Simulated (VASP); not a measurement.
**TaS2: band structure with BLYP**

TaS2:

```
Ta S
1.0
     3.35000    0.00000    0.00000
    -1.67500    2.90119    0.00000
     0.00000    0.00000    5.86000
Ta S
1 2
Direct
  0.00000 0.00000 0.00000
  0.66667 0.33333 0.75000
  0.33333 0.66667 0.25000
```

* Program: VASP 6.6.1
* Task: band structure
* Functional: BLYP
* Potentials or basis: VASP PAW PBE potentials, release 64 (Ta_pv, S)
* Cutoff: 520 eV
* k mesh: 9 × 9 × 5
* Occupations: fermi-dirac, width 0.05 eV
* Spin: no spin polarisation
* Further INCAR settings: ALGO = Normal; EDIFF = 1e-06

| Property | Result |
| --- | --- |
| Band gap along the path | none (metal or under the smearing width) |

Levels at the corners of the path, in eV from the Fermi level:
| point | band 9 | band 10 | band 11 | band 12 | band 13 | band 14 |
| --- | --- | --- | --- | --- | --- | --- |
| Γ | -1.36 | -0.83 | -0.83 | 0.01 | 0.01 | 0.28 |
| M | -4.12 | -3.43 | -2.26 | -0.78 | 2.36 | 2.94 |
| M | -4.12 | -3.43 | -2.26 | -0.78 | 2.36 | 2.94 |
| K | -3.79 | -3.79 | -3.15 | 1.18 | 2.08 | 2.08 |
| K | -3.79 | -3.79 | -3.15 | 1.18 | 2.08 | 2.08 |
| Γ | -1.36 | -0.83 | -0.83 | 0.01 | 0.01 | 0.28 |
| Γ | -1.36 | -0.83 | -0.83 | 0.01 | 0.01 | 0.28 |
| A | -3.56 | -0.97 | -0.97 | -0.02 | -0.02 | 1.23 |
| A | -3.56 | -0.97 | -0.97 | -0.02 | -0.02 | 1.23 |
| L | -4.25 | -2.23 | -1.98 | -1.21 | 2.35 | 2.92 |
| L | -4.25 | -2.23 | -1.98 | -1.21 | 2.35 | 2.92 |
| H | -3.73 | -3.57 | -3.57 | 1.25 | 1.45 | 1.45 |
| H | -3.73 | -3.57 | -3.57 | 1.25 | 1.45 | 1.45 |
| A | -3.56 | -0.97 | -0.97 | -0.02 | -0.02 | 1.23 |
| L | -4.25 | -2.23 | -1.98 | -1.21 | 2.35 | 2.92 |
| M | -4.12 | -3.43 | -2.26 | -0.78 | 2.36 | 2.94 |
| K | -3.79 | -3.79 | -3.15 | 1.18 | 2.08 | 2.08 |
| H | -3.73 | -3.57 | -3.57 | 1.25 | 1.45 | 1.45 |

Run time: 81 s on 1 thread of AMD EPYC 9R45 (Zen 5), with other jobs on the host, peak memory 0.23 GiB.

Caveat: the log is that of the step along the path at fixed density, whose energy, stress, charges and moments have no meaning; spin-orbit coupling is left out, which moves the levels of the heavy elements.
